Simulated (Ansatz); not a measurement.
La: single point with PBE

Crystal: La.

```
CELL_PARAMETERS angstrom
3.75000 0.00000 0.00000
-1.87500 3.24760 0.00000
0.00000 0.00000 6.07000
ATOMIC_POSITIONS crystal
La 0.66078 0.31229 0.74326
La 0.33264 0.65901 0.25161
```

This isn't the form of La at room conditions, which is double hcp.

The cell isn't the ideal one: atoms moved at random, drawn with an rms of 0.05 Å.

```json
{
 "Program": "Ansatz 0.2.0",
 "Task": "single point",
 "Functional": "PBE",
 "Potentials or basis": "all-electron LAPW, scalar-relativistic",
 "Cutoff": "125 eV (chosen from the basis error)",
 "Basis error allowed": "0.001 eV/atom",
 "k mesh": "8 × 8 × 5",
 "Occupations": "fermi-dirac, width 0.05 eV",
 "Spin": "no spin polarisation"
}
```

```yaml
Pressure: 0.7 GPa
Largest_force: 0.076 eV/Å
Band_gap_on_the_k_mesh: none (metal or under the smearing width)
```

Forces in eV/Å, atoms in the order of the input:
```
La  -0.001  0.001  0.076
La   0.001 -0.001 -0.076
```

Stress tensor (GPa, compression positive):
```
0.75 0.01 0.00
0.01 0.89 0.02
0.00 0.02 0.51
```

Levels at points of the mesh, in eV from the Fermi level:
| k point | band 25 | band 26 | band 27 | band 28 | band 29 | band 30 |
| --- | --- | --- | --- | --- | --- | --- |
| (0.00, 0.00, 0.00) | -3.19 | -1.76 | 1.07 | 1.31 | 1.33 | 1.48 |
| (0.00, -0.50, 0.00) | -1.60 | -1.12 | -1.07 | 1.19 | 1.23 | 1.26 |
| (-0.50, 0.00, 0.00) | -1.61 | -1.17 | -1.17 | 1.21 | 1.23 | 1.33 |
| (-0.50, -0.50, 0.00) | -1.61 | -1.18 | -1.18 | 1.22 | 1.22 | 1.35 |

It took 49 s on 2 threads of Intel(R) Xeon(R) Processor @ 2.50GHz (Skylake/Cascade Lake) (shared host), peak memory 0.55 GiB.

Spin-orbit coupling is left out, which matters for the levels of La.
